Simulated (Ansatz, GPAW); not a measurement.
Given: the input of a run of GPAW 26.7.0 (ASE script) on HfN. The cell comes from a database or a generator and needn't be the stable form of this composition.

run.py

```python
from ase import Atoms
from ase.dft.bandgap import bandgap
from ase.io import write
from ase.units import Bohr, GPa
from gpaw import GPAW, PW
from gpaw.elf import elf_from_dft_calculation

atoms = Atoms(['Hf', 'N'],
              cell=[[2.82503, 0.0, 0.0],
                    [0.0, 2.82503, 0.0],
                    [0.0, 0.0, 2.82503]],
              scaled_positions=[[0.5, 0.5, 0.5],
                                [0.0, 0.0, 0.0]],
              pbc=True)

calc = GPAW(mode=PW(800),
            xc='PBE',
            kpts={'size': (9, 9, 9), 'gamma': True},
            occupations={'name': 'fermi-dirac', 'width': 0.05},
            nbands=19,
            convergence={'density': 1e-05, 'energy': 1e-05},
            maxiter=150,
            txt='gpaw.txt')
atoms.calc = calc
energy = atoms.get_potential_energy()
forces = atoms.get_forces()
stress = atoms.get_stress()
calc.write('gs.gpw')
write('result.traj', atoms)
print(f'Energy: {energy:.6f} eV')
print('Forces (eV/A):')
print(forces.round(4))
print('Stress (GPa):', (stress / GPa).round(3))
print('Fermi level:', round(calc.get_fermi_level(), 4), 'eV')
print(f'Gap: {bandgap(calc)[0]:.4f} eV, direct: {bandgap(calc, direct=True)[0]:.4f} eV')

# fields on the real-space grid
write('density.cube', atoms, data=calc.get_pseudo_density() * Bohr**3)
write('potential.cube', atoms, data=calc.get_electrostatic_potential())
write('elf.cube', atoms, data=elf_from_dft_calculation(calc).data)
```

Potentials or basis: GPAW PAW data sets (gpaw-data 1.2.1), pw.

Command:

```console
$ OMP_NUM_THREADS=1 python run.py
```

Problem. Translate it to Ansatz 0.2.0. Potentials or basis there: Ansatz PAW (earlier soft set), cutoff 420 eV.

Solution. As run (cutoffs and basis follow the program's own potentials, and thresholds, step limits or extra output files can differ):

File input.yaml:

```yaml
crystal:
  lattice:
    - [2.82503, 0.0, 0.0]
    - [0.0, 2.82503, 0.0]
    - [0.0, 0.0, 2.82503]
  atoms:
    - { symbol: Hf, position: [0.5, 0.5, 0.5] }
    - { symbol: "N", position: [0.0, 0.0, 0.0] }
hamiltonian:
  xc: pbe
  pseudopotentials: { kind: paw, azcp: { folder: soft_1 } }
kpoints:
  mp_grid: { grid: [9, 9, 9] }
scf:
  occupations: { method: fermi_dirac, width: 0.05 }
output:
  forces: true
  stress: true
  eigenvalues: true
```

Potentials or basis: Ansatz PAW soft_1.

Run with:

```console
$ ansatz run input.yaml --threads 1 --pin off --max-ram 3584MiB --backend cpu --events-out ev --progress --plain --runs-dir out
```

Both were run:

|  | GPAW | Ansatz |
| --- | --- | --- |
| Pressure | -0.5 GPa | 0.2 GPa |

Ansatz's pressure holds a Pulay term of +0.25 GPa for its cutoff of 420 eV, which the other run lacks.

The potentials hold 17 and 31 valence electrons a cell.

Where Ansatz's input types no cutoff or centring, it takes its own default and a Γ-centred mesh.

Pressure is positive in compression.
